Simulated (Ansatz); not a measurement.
Crystal: Ca.

```
Ca
1.0
     3.46297   -3.66949    0.00000
     3.46297    3.66949    0.00000
     0.00000    0.00000    7.00912
Ca
4
Direct
  0.66179 0.33821 0.30349
  0.33821 0.66179 0.69651
  0.83821 0.16179 0.80349
  0.16179 0.83821 0.19651
```

This isn't the form of Ca at room conditions, which is fcc.

| Item | Value |
| --- | --- |
| Program | Ansatz 0.2.0 |
| Task | single point |
| Functional | PBE |
| Potentials or basis | Ansatz PAW |
| Cutoff | 420 eV (not typed: the program's choice for these potentials) |
| k mesh | 5 × 5 × 4 |
| Occupations | fermi-dirac, width 0.05 eV |
| Spin | no spin polarisation |

On this cell: pressure -0.2 GPa; largest force 0.037 eV/Å; band gap on the k mesh none (metal or under the smearing width).

The same run follows on a disturbed copy (atoms moved at random, drawn with an rms of 0.05 Å):

```
Ca
1.0
     3.46297   -3.66949    0.00000
     3.46297    3.66949    0.00000
     0.00000    0.00000    7.00912
Ca
4
Direct
  0.66792 0.33727 0.30163
  0.33432 0.65443 0.69168
  0.82609 0.15782 0.80433
  0.16004 0.84447 0.19873
```

Task: What does the disturbed cell give?

Result: The energy (extrapolated to zero smearing) moves by +1.1 meV/atom; pressure -0.2 GPa; largest force 0.143 eV/Å; band gap on the k mesh none (metal or under the smearing width).

Forces in eV/Å, atoms in the order of the input:
```
Ca   0.012  0.062  0.058
Ca  -0.055  0.095  0.030
Ca   0.021 -0.052  0.007
Ca   0.022 -0.105 -0.095
```

Stress tensor (GPa, compression positive):
```
-0.01 -0.02  0.02
-0.02 -0.47 -0.02
 0.02 -0.02  0.00
```
